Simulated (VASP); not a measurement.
KCl (Sylvite): single point with PBEsol

**Experimental background.**

A printed reference work, monograph reports, for a bulk crystal of KCl: band gap 8.68 eV.

The system is KCl (Sylvite).

```
K Cl
1.0
     0.00000    3.14647    3.14647
     3.14647    0.00000    3.14647
     3.14647    3.14647    0.00000
K Cl
1 1
Direct
  0.00000 0.00000 0.00000
  0.50000 0.50000 0.50000
```

```
Program             : VASP 6.6.1
Task                : single point
Functional          : PBEsol
Potentials or basis : VASP PAW PBE potentials, release 64 (K_sv, Cl)
Cutoff              : 520 eV
k mesh              : 6 × 6 × 6
Occupations         : fermi-dirac, width 0.05 eV
Spin                : no spin polarisation
```

The pressure is -0.4 GPa. The band gap on the k mesh is 5.02 eV, direct.

Levels at points of the mesh, in eV from the valence-band top:
| k point | band 4 | band 5 | band 6 | band 7 | band 8 | band 9 | band 10 | band 11 | band 12 | band 13 |
| --- | --- | --- | --- | --- | --- | --- | --- | --- | --- | --- |
| (0.00, 0.00, 0.00) | -10.57 | -10.57 | 0.00 | 0.00 | 0.00 | 5.02 | 8.29 | 8.29 | 8.29 | 9.18 |
| (0.50, 0.00, 0.00) | -10.58 | -10.33 | -1.09 | -0.33 | -0.33 | 7.43 | 8.49 | 10.48 | 10.48 | 11.30 |
| (0.50, 0.50, 0.00) | -10.63 | -10.63 | -0.68 | -0.23 | -0.23 | 6.40 | 8.23 | 9.90 | 10.19 | 10.57 |

Wall time 25 s on 1 thread of Intel(R) Xeon(R) Platinum 8259CL CPU @ 2.50GHz (Skylake/Cascade Lake) (shared host), peak memory 0.2 GiB.

A measured gap of KCl is 8.68 eV (a printed reference work, monograph); the calculated 5.02 eV misses it by -3.66 eV. The value is that of PBEsol, without temperature or zero-point motion. Semilocal functionals fall short of measured gaps as a rule.

Caveat: the PAW data sets were made with another functional, which shifts forces and pressure a little.
